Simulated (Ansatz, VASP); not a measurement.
# GaP in VASP and in Ansatz

File INCAR:

```
SYSTEM = GaP
  PREC = Accurate
  ENCUT = 520
  EDIFF = 1E-7
  ISMEAR = -1
  SIGMA = 0.1
  LREAL = .FALSE.
  LASPH = .TRUE.
  NELM = 60
  ALGO = Normal
  ISIF = 2
  LWAVE = .FALSE.
  LCHARG = .TRUE.
  GGA = PE
  LELF = .TRUE.
  LVHAR = .TRUE.
  NBANDS = 16
```

File KPOINTS:

```
regular mesh
0
G
  12 12 12
  0 0 0
```

The input POSCAR:

```
GaP
1.0
    0.0000000000      2.2555949787      2.2555949787
    2.2555949787      0.0000000000      2.2555949787
    2.2555949787      2.2555949787      0.0000000000
Ga P
1 1
Direct
    0.0000000000      0.0000000000      0.0000000000
    0.2500000000      0.2500000000      0.2500000000
```

Input for Ansatz:

```yaml
crystal:
  lattice:
    - [0.0, 2.2555949787, 2.2555949787]
    - [2.2555949787, 0.0, 2.2555949787]
    - [2.2555949787, 2.2555949787, 0.0]
  atoms:
    - { symbol: Ga, position: [0.0, 0.0, 0.0] }
    - { symbol: P, position: [0.25, 0.25, 0.25] }
kpoints:
  mp_grid: { grid: [12, 12, 12] }
  band_path:
    path:
      - [0.0, 0.0, 0.0]
      - [-0.5, -0.5, 0.0]
      - [-0.375, -0.375, 0.25]
      - [-0.375, 0.0, 0.375]
      - [0.0, 0.0, 0.0]
      - [0.0, 0.0, 0.5]
      - [-0.5, -0.25, 0.25]
      - [-0.5, -0.5, 0.0]
    npoints: 8
scf:
  occupations: { method: fermi_dirac, width: 0.1 }
hamiltonian:
  xc: pbe
  pseudopotentials: { kind: paw }
output:
  forces: true
  stress: true
  eigenvalues: true
  populations: true
  dos: { projected: true, de: 0.2, e_range: [-14, 8] }
```

Change from the starting cell: volume scaled by 0.55, PAW files.

Alike in both runs: task single point; functional PBE; k mesh 12 × 12 × 12; occupations fermi-dirac, width 0.1 eV; no spin polarisation.

|  | VASP | Ansatz |
| --- | --- | --- |
| version | VASP 6.6.1 | Ansatz 0.2.0 |
| potentials or method | VASP PAW PBE potentials, release 64 (Ga_d, P) | PAW with Ansatz's default frozen-core files, scalar-relativistic |
| plane-wave cutoff (eV) | 520 | 420 |
| valence electrons in the cell | 18 | 18 |

Ansatz gave:

- pressure (GPa): 163.9

What did VASP give for the same quantities?

Pressure (GPa): 162.6.

Caveats: the cell as given lies far from equilibrium; so large a pressure means that the cell lies far from this level's equilibrium, or that cutoff or potentials fall short (VASP).
